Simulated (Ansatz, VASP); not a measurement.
## One calculation of Be, two programs

INCAR

```
SYSTEM = Be
PREC = Accurate ; ENCUT = 520
EDIFF = 1E-8 ; ISMEAR = -1
SIGMA = 0.03 ; LREAL = .FALSE.
LASPH = .TRUE. ; NELM = 60
ALGO = Normal ; ISIF = 2
LWAVE = .FALSE. ; LCHARG = .FALSE.
GGA = PE ; LEFG = .TRUE.
NBANDS = 7
```

File KPOINTS:

```
Automatic mesh
0
G
  23 23 23
  0 0 0
```

POSCAR

```
Be
1.0
   -1.2907145798      1.2907145798      1.2531209513
    1.2907145798     -1.2907145798      1.2531209513
    1.2907145798      1.2907145798     -1.2531209513
Be
1
Direct
    0.0000000000      0.0000000000      0.0000000000
```

Input for Ansatz:

```yaml
crystal:
  lattice:
    - [-1.2907145798, 1.2907145798, 1.2531209513]
    - [1.2907145798, -1.2907145798, 1.2531209513]
    - [1.2907145798, 1.2907145798, -1.2531209513]
  atoms:
    - { symbol: Be, position: [0.0, 0.0, 0.0] }
kpoints:
  mp_grid: { grid: [23, 23, 23] }
scf:
  occupations: { method: fermi_dirac, width: 0.03 }
hamiltonian:
  xc: pbe
  pseudopotentials: { kind: paw }
output:
  forces: true
  stress: true
  eigenvalues: true
  efg: { contact_densities: true }
```

Change from the starting cell: equal xx and yy strain of +3 %, PAW files.

Alike in both runs: task electric field gradients; functional PBE; k mesh 23 × 23 × 23; occupations fermi-dirac, width 0.03 eV; no spin polarisation.

|  | VASP | Ansatz |
| --- | --- | --- |
| version | VASP 6.6.1 | Ansatz 0.2.0 |
| potentials or method | VASP PAW PBE potentials, release 64 (Be) | PAW with Ansatz's default frozen-core files, scalar-relativistic |
| plane-wave cutoff (eV) | 520 | 420 |
| valence electrons in the cell | 2 | 2 |

```tsv
	VASP	Ansatz	Ansatz less VASP
pressure (GPa)	-7.1	-7.3	-0.12
largest component of the traceless stress (GPa)	0.52	0.52	-0.006
Vzz of the field gradient on the site that differs most (V/Å²)	-0.3	-0.3	+0.05
```

With one functional, cell and mesh, what is left measures potentials, basis and numerics.
